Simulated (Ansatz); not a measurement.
Vibrations of CaSe (Fm-3m) by finite displacements

```
Ca Se
1.0
     0.00000    2.93445    2.93445
     2.93445    0.00000    2.93445
     2.93445    2.93445    0.00000
Ca Se
1 1
Direct
  0.00000 0.00000 0.00000
  0.50000 0.50000 0.50000
```

Level of theory, where no other is named: PBEsol, all-electron LAPW in Ansatz 0.2.0, scalar-relativistic. k mesh 6×6×6, fixed occupations, basis error target 0.5 meV/atom. The cell was relaxed by PAW under this functional. The structure is one entry of a database and needn't be the stable phase.

Atoms are displaced by 0.01 Å in the smallest supercells that hold the wave vectors of a 2×2×2 mesh. Negative values stand for unstable modes. The zone centre has no LO-TO term.

What are the phonon energies at the solved wave vectors, in cm⁻¹?

| q | point | modes (cm⁻¹) |
| --- | --- | --- |
| 0.000 0.000 0.000 | Gamma | 181.4 (×3) |
| 0.500 0.000 0.000 | L | 120.8 (×2), 155.1 (×2), 156.7, 254.7 |
| 0.500 0.500 0.000 | X | 81.5 (×2), 120.7, 187.3 (×2), 198.1 |

Is the structure dynamically stable at these wave vectors?

Yes, no mode is unstable there; wave vectors off this mesh aren't tested.

How do the optical zone-centre modes decompose, and which are active?

Point group m-3m: Γ_opt = T1u.

```json
{"label": "T1u", "cm⁻¹": "181.4", "activity": "IR", "mostly": "Ca (66 %)"}
```

How well do frozen-core PAW files reproduce these all-electron values?

With a cutoff of 420 eV and displacements of 0.0025 Å, the r.m.s. difference over the modes is 0.0 cm⁻¹; the largest difference is 155.0 (PAW) against 155.1 cm⁻¹ (LAPW).

The cell is scaled evenly to 49.527 and 51.548 Å³ (from 50.537), with free atoms relaxed and the shape held. What are the mode Grüneisen parameters γ = −d ln ω/d ln V?

For the highest mode, 260.2 cm⁻¹ in the small cell and 249.5 in the large one give γ ≈ 1.05. From the change of the dynamical matrix on each mode:

| point | cm⁻¹ | γ |
| --- | --- | --- |
| Gamma | 181.4 | 2.15 |
| L | 120.8 | 1.85 |
| L | 155.1 | 2.09 |
| L | 156.7 | 1.17 |
| L | 254.7 | 1.05 |
| X | 81.5 | -0.02 |
| X | 120.7 | 0.01 |
| X | 187.3 | 2.30 |
| X | 198.1 | 2.39 |

Weighted by the modes' heat capacities at 300 K, the mean on this mesh is 1.49; it moves with the q mesh, and a coarse one overweights the zone boundary.

Linear response on PAW files adds the field. What are the dielectric tensor, the Born charges and the LO shift?

ε∞ = (5.84, 5.84, 5.84) along x, y, z with local fields. Born charges (xx, yy, zz): Ca1 (2.35, 2.35, 2.35); Se2 (-2.35, -2.35, -2.35). The highest zone-centre mode lies at 181.4 cm⁻¹ without the macroscopic field and at 260.1 cm⁻¹ with it, for q along x. Lyddane-Sachs-Teller then gives ε₀ = ε∞ (ω_LO/ω_TO)² = 12.00. With the ions free to follow the field, the program's ε₀ is (12.00, 12.00, 12.00).

Keep in mind: the frozen-core PAW files of the compared runs were fitted under PBE, their cores solved anew for this functional; field response not resolved by the mesh; semilocal gaps are low, and ε∞ tends to come out large.
